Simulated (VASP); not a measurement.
# CdF2: X-ray absorption with a core hole

What does the core hole do to the absorption edge in CdF2? The cell has space group Fm-3m. The start is a cell from a database of measured crystal structures.

Method: PBE; plane waves and PAW (F, Cd, F), in the first sound run; inputs show where later runs differ, in VASP 6.6.1.

## (1) Starting point

Symmetry: Fm-3m, No. 225, cubic system. Conventional cell: a = 5.388 Å, b = 5.388 Å, c = 5.388 Å, α = 90.00°, β = 90.00°, γ = 90.00°. Nearest to F lie 4 Cd at 2.33 Å. Nearest to Cd lie 8 F at 2.33 Å. Farther neighbours and most contacts between anions are not listed.

## (2) Supercell without a hole

The cell without a hole gives, with ICORELEVEL = 1, the Kohn-Sham core levels of the initial state. It is a supercell, which puts a hole 6.6 Å from its nearest image.

File INCAR:

```
SYSTEM = CdF2
PREC = Accurate
ENCUT = 400
EDIFF = 1E-05
NELM = 100
ISMEAR = 0
SIGMA = 0.05
LREAL = .FALSE.
ALGO = Normal
GGA = PE
NBANDS = 96
LWAVE = .FALSE.
LCHARG = .FALSE.
KPAR = 2
NCORE = 4
ICORELEVEL = 1
```

File POSCAR:

```
CdF2
1.0
   -2.6940000000     -2.6940000000     -5.3880000000
   -2.6940000000     -2.6940000000      5.3880000000
   -2.6940000000      5.3880000000      2.6940000000
F Cd F
1 6 11
Direct
    0.5416666667      0.6250000000      0.3333333333
    0.6666666667      0.0000000000      0.3333333333
    0.5000000000      0.5000000000      0.0000000000
    0.0000000000      0.0000000000      0.0000000000
    0.8333333333      0.5000000000      0.6666666667
    0.3333333333      0.0000000000      0.6666666667
    0.1666666667      0.5000000000      0.3333333333
    0.3750000000      0.1250000000      0.0000000000
    0.8750000000      0.6250000000      0.0000000000
    0.7083333333      0.1250000000      0.6666666667
    0.2083333333      0.6250000000      0.6666666667
    0.0416666667      0.1250000000      0.3333333333
    0.2916666667      0.8750000000      0.3333333333
    0.1250000000      0.3750000000      0.0000000000
    0.6250000000      0.8750000000      0.0000000000
    0.4583333333      0.3750000000      0.6666666667
    0.9583333333      0.8750000000      0.6666666667
    0.7916666667      0.3750000000      0.3333333333
```

File KPOINTS:

```
Automatic mesh
0
Gamma
3 3 3
0 0 0
```

The projector-augmented-wave data sets are F, Cd and F (PBE family, release 64).

Started as:

```console
$ mpirun -np 8 vasp_std
```

The log of the run:

```text
[banner, memory and clock lines left out]
running    8 mpi-ranks, on    1 nodes
 distrk:  each k-point on    4 cores,    2 groups
 distr:  one band on    4 cores,    1 groups

 POSCAR found type information on POSCAR F CdF
 POSCAR found :  3 types and      18 ions
|                                                                             |
|               ----> ADVICE to this user running VASP <----                  |
|                                                                             |
|     You have a (more or less) 'large supercell' and for larger cells it     |
|     might be more efficient to use real-space projection operators.         |
|     Therefore, try LREAL= Auto in the INCAR file.                           |
|     Mind: For very accurate calculation, you might also keep the            |
|     reciprocal projection scheme (i.e. LREAL=.FALSE.).                      |
|                                                                             |

 LDA part: xc-table for (Slater+PW92), standard interpolation
 POSCAR, INCAR and KPOINTS ok, starting setup
 FFT: planning ... GRIDC
 FFT: planning ... GRID_SOFT
 FFT: planning ... GRID
 WAVECAR not read
 entering main loop
       N       E                     dE             d eps       ncg     rms          rms(c)
DAV:   1     0.131238454691E+04    0.13124E+04   -0.77667E+04  1960   0.137E+03
DAV:   2     0.157901753297E+02   -0.12966E+04   -0.12484E+04  2096   0.410E+02
DAV:   3    -0.742531308203E+02   -0.90043E+02   -0.89412E+02  2152   0.119E+02
DAV:   4    -0.751270894133E+02   -0.87396E+00   -0.87315E+00  2088   0.126E+01
DAV:   5    -0.751318768098E+02   -0.47874E-02   -0.47868E-02  2088   0.850E-01    0.248E+01
DAV:   6    -0.652181591123E+02    0.99137E+01   -0.29525E+01  2656   0.444E+01    0.180E+01
DAV:   7    -0.654542351219E+02   -0.23608E+00   -0.54302E+00  2000   0.102E+01    0.108E+01
DAV:   8    -0.654001365533E+02    0.54099E-01   -0.10042E+00  2048   0.454E+00    0.197E+00
DAV:   9    -0.653275911333E+02    0.72545E-01   -0.26365E-01  2624   0.313E+00    0.227E-01
DAV:  10    -0.653319791759E+02   -0.43880E-02   -0.30120E-02  2040   0.879E-01    0.394E-01
DAV:  11    -0.653324112070E+02   -0.43203E-03   -0.59378E-04  2136   0.117E-01    0.147E-01
DAV:  12    -0.653329453434E+02   -0.53414E-03   -0.45571E-04  2032   0.919E-02    0.474E-02
DAV:  13    -0.653329642217E+02   -0.18878E-04   -0.24939E-05  1824   0.220E-02    0.252E-02
DAV:  14    -0.653329653941E+02   -0.11724E-05   -0.83679E-06  1344   0.192E-02
   1 F= -.65332965E+02 E0= -.65332965E+02  d E =-.890330E-12
```

Run time: 13 s. Hardware: 8 MPI ranks of Intel Xeon 6975P-C (Granite Rapids), shared host; peak memory 1.6 GiB; 90 s of CPU time.

Lines that name or quote the potential files are left out of all logs, and their timing lines are given in words.

Parts of OUTCAR (step 2):

```text
ion  position               nearest neighbor table
   1  0.542  0.625  0.333-   3 2.33   2 2.33   5 2.33   7 2.33
   2  0.667  0.000  0.333-  15 2.33   8 2.33  12 2.33  13 2.33   1 2.33  17 2.33  18 2.33  10 2.33

  LATTYP: Found a base centered monoclinic cell.
 ALAT       =     6.5989253671
 B/A-ratio  =     1.7320508076
 C/A-ratio  =     1.0000000000
 COS(beta)  =    -0.3333333333

 Subroutine GETGRP returns: Found  2 space group operations
 (whereof  1 operations were pure point group operations)

The static configuration has the point symmetry C_1 .
 The point group associated with its full space group is C_1h.

 Found     10 irreducible k-points:

   k-points           NKPTS =     10   k-points in BZ     NKDIM =     10   number of bands    NBANDS=     96

   dimension x,y,z NGX =    48 NGY =   48 NGZ =   48
   dimension x,y,z NGXF=    96 NGYF=   96 NGZF=   96

   ENCUT  =  400.0 eV  29.40 Ry    5.42 a.u.  10.76 10.76 10.76*2*pi/ulx,y,z

   NELECT =     156.0000    total number of electrons

 k-points in reciprocal lattice and weights: Automatic mesh
   0.00000000  0.00000000  0.00000000       0.037
   0.33333333 -0.00000000 -0.00000000       0.148
   0.00000000  0.33333333  0.00000000       0.074
   0.33333333  0.33333333  0.00000000       0.148
  -0.33333333  0.33333333  0.00000000       0.148
   0.00000000  0.00000000  0.33333333       0.074
   0.33333333 -0.00000000  0.33333333       0.074
   0.00000000  0.33333333  0.33333333       0.148
   0.33333333  0.33333333  0.33333333       0.074
   0.33333333 -0.33333333  0.33333333       0.074

 the core state eigenenergies are
   1-  1s   -653.3926
   2-  1s -26513.0496  2s  -3930.1465  2p  -3525.3992  3s   -727.1885  3p   -594.4768
       3d   -386.9043  4s    -99.6938  4p    -60.8081
   3-  1s -26513.0496  2s  -3930.1465  2p  -3525.3992  3s   -727.1885  3p   -594.4768
       3d   -386.9042  4s    -99.6938  4p    -60.8081
   4-  1s -26513.0496  2s  -3930.1465  2p  -3525.3992  3s   -727.1885  3p   -594.4768
       3d   -386.9042  4s    -99.6938  4p    -60.8081
   5-  1s -26513.0496  2s  -3930.1465  2p  -3525.3992  3s   -727.1885  3p   -594.4768
       3d   -386.9042  4s    -99.6938  4p    -60.8081
   6-  1s -26513.0496  2s  -3930.1465  2p  -3525.3992  3s   -727.1885  3p   -594.4768
       3d   -386.9042  4s    -99.6938  4p    -60.8081
   7-  1s -26513.0496  2s  -3930.1465  2p  -3525.3991  3s   -727.1885  3p   -594.4768
       3d   -386.9042  4s    -99.6938  4p    -60.8081
   8-  1s   -653.3925
   9-  1s   -653.3924
  10-  1s   -653.3925
  11-  1s   -653.3924
  12-  1s   -653.3928
  13-  1s   -653.3922
  14-  1s   -653.3924
  15-  1s   -653.3927
  16-  1s   -653.3924
  17-  1s   -653.3927
  18-  1s   -653.3926

 E-fermi :  -1.1210

 k-point     1 :       0.0000    0.0000    0.0000
  band No.  band energies     occupation
    ...
     74      -1.6942      2.00000
     75      -1.5944      2.00000
     76      -1.5943      2.00000
     77      -1.4609      2.00000
     78      -1.4609      2.00000
     79       1.7516      0.00000
     80       5.8586      0.00000
     81       6.4519      0.00000
     82       6.4519      0.00000
     83       6.4732      0.00000
    ...

 k-point     2 :       0.3333   -0.0000   -0.0000
  band No.  band energies     occupation
    ...
     74      -1.6314      2.00000
     75      -1.6108      2.00000
     76      -1.5388      2.00000
     77      -1.4728      2.00000
     78      -1.4069      2.00000
     79       2.9405      0.00000
     80       5.1028      0.00000
     81       6.0105      0.00000
     82       6.0928      0.00000
     83       6.2136      0.00000
    ...

 k-point     3 :       0.0000    0.3333    0.0000
  band No.  band energies     occupation
    ...
     74      -1.6941      2.00000
     75      -1.5944      2.00000
     76      -1.5944      2.00000
     77      -1.4609      2.00000
     78      -1.4609      2.00000
     79       2.7171      0.00000
     80       4.6057      0.00000
     81       6.4519      0.00000
     82       6.4519      0.00000
     83       6.4732      0.00000
    ...

  Total       -5.2296690     -5.2296690     -5.1898439     -0.0196659      0.0184861      0.0184861
  in kB      -35.7117198    -35.7117198    -35.4397669     -0.1342922      0.1262356      0.1262357
  external PRESSURE =     -35.6210688 kB  Pullay stress =       0.0000000 kB

  energy-cutoff  :      400.00
  volume of cell :      234.62
      direct lattice vectors                 reciprocal lattice vectors
    -2.694000000 -2.694000000 -5.388000000    -0.154664687 -0.030932937 -0.092798812
    -2.694000000 -2.694000000  5.388000000    -0.092798812 -0.092798812  0.092798812
    -2.694000000  5.388000000  2.694000000    -0.123731750  0.123731750  0.000000000

 POSITION                                       TOTAL-FORCE (eV/Angst)
 -----------------------------------------------------------------------------------
     -4.04100     -1.34700      1.34700        -0.000094     -0.000094      0.000248
     -2.69400     -0.00000     -2.69400         0.000013      0.000013      0.000018
     -2.69400     -2.69400      0.00000         0.000015     -0.000007     -0.000003
      0.00000      0.00000      0.00000        -0.000005     -0.000001     -0.000011
     -5.38800      0.00000      0.00000        -0.000007      0.000015     -0.000003
     -2.69400      2.69400      0.00000        -0.000001     -0.000005     -0.000011
     -2.69400     -0.00000      2.69400        -0.000014     -0.000014      0.000012
     -1.34700     -1.34700     -1.34700        -0.000079     -0.000095      0.000262
     -4.04100     -4.04100     -1.34700        -0.000075     -0.000081      0.000287
     -4.04100      1.34700     -1.34700        -0.000095     -0.000079      0.000262
     -4.04100      1.34700      4.04100        -0.000081     -0.000075      0.000287
     -1.34700      1.34700      1.34700        -0.000073     -0.000073      0.000294
     -4.04100     -1.34700      4.04100         0.000079      0.000079     -0.000268
     -1.34700     -1.34700      1.34700         0.000080      0.000100     -0.000277
     -4.04100     -4.04100      1.34700         0.000066      0.000087     -0.000269
     -4.04100      1.34700      1.34700         0.000100      0.000080     -0.000277
     -6.73500     -1.34700      1.34700         0.000087      0.000066     -0.000269
     -4.04100     -1.34700     -1.34700         0.000085      0.000085     -0.000281
 -----------------------------------------------------------------------------------
    total drift:                                0.000002     -0.000004     -0.000004

  FREE ENERGIE OF THE ION-ELECTRON SYSTEM (eV)
  ---------------------------------------------------
  free  energy   TOTEN  =       -65.3329653941 eV

  energy  without entropy=      -65.3329653941  energy(sigma->0) =      -65.33296539

[... 3 further parts left out ...]
```

These are scalar-relativistic Kohn-Sham levels of the ground state, with no core hole, so they are not binding energies.

This step gave:

- free energy (TOTEN): -65.3330 eV
- Fermi energy: -1.121 eV
- pressure: -3.562 GPa

The two shallowest core shells; atoms whose shallowest level rounds to another's at 0.01 eV are left out. Core levels, by row:

| atom | shell | level below the valence-band top (eV) |
| --- | --- | --- |
| F1 | 1s | 652 |
| Cd2 | 4s | 98.34 |
| Cd2 | 4p | 59.45 |

[end of part 1 of 3]

[Lines on the potential files, build, host, timing and source positions are cut from VASP's logs without a mark.]

[Logs are printed without paths, hosts, clocks, repeated set-up lines and the standing remarks that a program may print on its own settings, such as how far it seeks lower states.]

[Hosts, paths, dates, database ids (printed as entryN), source tags and the programs' standing remarks are cut or masked in the printed files.]
